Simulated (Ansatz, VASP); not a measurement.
Ga in VASP and in Ansatz

INCAR

```
SYSTEM = Ga
  ALGO = Normal
  EDIFF = 1E-6
  ENCUT = 520
  GGA = CA
  ISIF = 2
  ISMEAR = -1
  LASPH = .True.
  LCHARG = .False.
  LREAL = .False.
  LWAVE = .False.
  NBANDS = 12
  NELM = 100
  PREC = Accurate
  SIGMA = 0.1
```

Contents of KPOINTS:

```
k-points
0
Gamma
  13 13 13
  0 0 0
```

Contents of POSCAR:

```
Ga
1.0
    2.6930647335      0.0000000000      0.0000000000
    0.0000000000      2.6930647335      0.0000000000
    0.0000000000      0.0000000000      2.6930647335
Ga
1
Direct
    0.0000000000      0.0000000000      0.0000000000
```

Input for Ansatz:

```yaml
crystal:
  lattice:
    - [2.6930647335, 0.0, 0.0]
    - [0.0, 2.6930647335, 0.0]
    - [0.0, 0.0, 2.6930647335]
  atoms:
    - { symbol: Ga, position: [0.0, 0.0, 0.0] }
hamiltonian:
  xc: lda
  pseudopotentials:
    kind: paw
    azcp:
      Ga: "pseudopotentials/Ga.paw.azcp"
basis:
  ecutwfc: 420
  fft_grid_basis: typed
kpoints:
  mp_grid: { grid: [13, 13, 13], shift: [0, 0, 0] }
magnetization:
  spin_polarized: false
scf:
  occupations: { method: fermi_dirac, width: 0.1 }
  lower_state_search: "off"
output:
  stress: true
  write_density: true
  write_potential: true
  elf: true
  volumetric_format: npy
```

Alike in both runs: task single point; functional LDA; k mesh 13 × 13 × 13; occupations fermi-dirac, width 0.1 eV; no spin polarisation.

|  | VASP | Ansatz |
| --- | --- | --- |
| version | VASP 6.6.1 | Ansatz 0.2.0 |
| potentials or method | VASP PAW LDA potentials, release 64 (Ga_d) | plane waves (420 eV) with PAW, scalar-relativistic |
| plane-wave cutoff (eV) | 520 | 420 |
| valence electrons in the cell | 13 | 13 |

Ansatz gave:

```
pressure (GPa) : -3.9
```

Task: Estimate VASP's values.

Result: Pressure (GPa): -4.0.

Ansatz warned: «pseudo_functional_mismatch».
